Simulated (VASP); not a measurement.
Input of a VASP 6.6.1 run:

INCAR

```
ALGO     = Normal         # electronic algorithm
EDIFF    = 1E-6           # SCF threshold, eV
ENCUT    = 520            # plane-wave cutoff, eV
GGA      = PS             # functional
ISIF     = 2              # what is computed and relaxed
ISMEAR   = 0              # smearing method
LASPH    = T              # aspherical terms in the spheres
LCHARG   = F              # write CHGCAR
LREAL    = F              # projectors in reciprocal space
LWAVE    = F              # write WAVECAR
NBANDS   = 34             # bands
NELM     = 100            # most SCF steps
PREC     = Accurate       # precision mode
SIGMA    = 0.1            # smearing width, eV
```

Contents of KPOINTS:

```
k-points
0
Gamma
  9 9 2
```

Contents of POSCAR:

```
V
1.0
    2.6102466078      0.0000000000      0.0000000000
   -1.3051233039      2.2605398725      0.0000000000
    0.0000000000      0.0000000000      9.0376191241
V
4
Direct
    0.0000000000      0.0000000000      0.0000000000
    0.0000000000      0.0000000000      0.5000000000
    0.3333333333      0.6666666667      0.7500000000
    0.6666666667      0.3333333333      0.2500000000
```

Potentials or basis: VASP PAW PBE potentials, release 64 (V_sv).

Launch:

```bash
$ cat potpaw_PBE.64/V_sv/POTCAR > POTCAR
$ mpirun -np 1 vasp_std > vasp.out
```

Task: Estimate the band gap on the k mesh.

Result: None (metal or under the smearing width).

Task: Predict the pressure.

Result: 0.2 GPa.

Stress tensor (GPa, compression positive):
```
0.24 0.00 0.00
0.00 0.24 0.00
0.00 0.00 0.12
```

Caveat: the PAW data sets were made with another functional, which shifts forces and pressure a little.
